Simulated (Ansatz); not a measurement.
ZrC under changes of volume

One of the cells (13.174 Å³/atom); the others are scaled copies at fixed shape and fractional positions:

```
CELL_PARAMETERS angstrom
3.39148 0.00000 0.00000
-1.69574 2.93710 0.00000
0.00000 0.00000 5.29005
ATOMIC_POSITIONS crystal
Zr 0.66667 0.33333 0.75000
Zr 0.33333 0.66667 0.25000
C 0.00000 0.00000 0.50000
C 0.00000 0.00000 0.00000
```

The cell comes from a database or a generator and needn't be the stable form of this composition.

- Program: Ansatz 0.2.0
- Functional: LDA
- Potentials or basis: all-electron LAPW, scalar-relativistic
- Cutoff: 234 eV (chosen from the basis error)
- Basis error allowed: 0.002 eV/atom
- k mesh: 9 × 9 × 5
- Occupations: fermi-dirac, width 0.05 eV
- Spin: no spin polarisation

```csv
volume (Å³/atom),energy over the lowest point (meV/atom),pressure (GPa)
12.383,0.00,2.1
12.647,0.79,-3.0
12.910,9.54,-7.6
13.174,25.44,-11.7
13.437,47.77,-15.4
13.701,?,?
13.964,109.10,-21.7
```

Q: What does the run at 13.701 Å³/atom give?

A: Energy over the lowest point 75.85 meV/atom; pressure -18.7 GPa.

Worked out: A Birch-Murnaghan fit of order 3 (a polynomial in V^(-2/3)) to the other rows has its minimum at 12.49 Å³/atom with B0 = V·E''(V) = 245 GPa and B' = 4.2 at fixed shape and positions, which overstates the stiffness. It gives 75.90 meV/atom at 13.701 Å³/atom, against the run's 75.85, and -dE/dV = -18.7 GPa, against -18.7.

Energies are extrapolated to zero smearing.

The runs don't all hold the same shells in valence.
